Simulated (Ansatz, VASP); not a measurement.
## AlN: VASP beside Ansatz

```
CELL_PARAMETERS angstrom
3.18130 0.00000 0.00000
-1.59065 2.75509 0.00000
0.00000 0.00000 4.54810
ATOMIC_POSITIONS crystal
Al 0.33333 0.66667 0.98620
Al 0.66667 0.33333 0.48620
N 0.33333 0.66667 0.39880
N 0.66667 0.33333 0.89880
```

Alike in both runs: functional LDA; k mesh 9 × 9 × 6; occupations gaussian, width 0.05 eV; no spin polarisation.

Ansatz relaxed the structure, and its values are those at the end. VASP's run is a single point on that final structure, the one shown.

|  | VASP | Ansatz |
| --- | --- | --- |
| version | VASP 6.6.1 | Ansatz 0.2.0 |
| potentials or method | VASP PAW LDA potentials, release 64 (Al, N) | scalar-relativistic, plane waves, PAW |
| plane-wave cutoff (eV) | 520 | 520 |
| valence electrons in the cell | 16 | 16 |

VASP gave:

- gap on the k mesh at the Fermi level (eV): 3.85
- least direct gap on the mesh (eV): 3.85
- pressure (GPa): 2.3
- rms of the force components (eV/Å): 0.009

Estimate Ansatz's values.

gap on the k mesh at the Fermi level (eV): 3.84; least direct gap on the mesh (eV): 3.84; pressure (GPa): 1.6; rms of the force components (eV/Å): 0.000.

Ansatz warned: «pseudo_functional_mismatch».

Caveats: an odd mesh through Γ misses points on the zone boundary, where band edges often lie. Expect the measured gap to be larger: semilocal functionals such as LDA lack the derivative discontinuity.
